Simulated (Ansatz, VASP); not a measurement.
**NiO in VASP and in Ansatz**

```
CELL_PARAMETERS angstrom
0.00000 2.08590 2.08590
2.08590 0.00000 2.08590
2.08590 2.08590 0.00000
ATOMIC_POSITIONS crystal
Ni 0.00000 0.00000 0.00000
O 0.50000 0.50000 0.50000
```

Alike in both runs: task relaxation of cell and atoms; functional PBE; k mesh 11 × 11 × 11; occupations fermi-dirac, width 0.05 eV; collinear spin, ferromagnetic start.

|  | VASP | Ansatz |
| --- | --- | --- |
| version | VASP 6.6.1 | Ansatz 0.2.0 |
| potentials or method | VASP PAW PBE potentials, release 64 (Ni_pv, O) | Ansatz PAW |
| plane-wave cutoff (eV) | 600 | 420 |
| valence electrons in the cell | 22 | 24 |

VASP gave:

* net moment per atom (μB): 0.90
* size of the moment on the site where the two differ most (μB): 0.27
* relaxed volume (Å³/atom): 9.31
* relaxed cell length with the largest relative difference (Å): 2.975
* energy change over the relaxation (meV/atom): -3

Task: Which values does Ansatz return?

Result: net moment per atom (μB): 0.91; size of the moment on the site where the two differ most (μB): 0.29; relaxed volume (Å³/atom): 9.37; relaxed cell length with the largest relative difference (Å): 2.982; energy change over the relaxation (meV/atom): -5.

Site moments also hang on the region over which each program counts them. The two sets of potentials don't hold the same shells in valence.

Caveats: a cell with one magnetic atom can't hold antiferromagnetic order, which such compounds often take; semilocal functionals often make such compounds metallic where correlation or magnetic order opens a gap, which also shifts bond lengths (VASP); the plane-wave basis is chosen anew once the cell has moved, so the energies of steps on either side of that aren't comparable (Ansatz); the pressure holds a Pulay correction of +0.7 GPa for the finite cutoff (Ansatz). PBE usually gives volumes a little too large and moduli too small. With open d or f shells a metallic result of PBE can be an artefact of self-interaction; +U or a hybrid may open a gap.
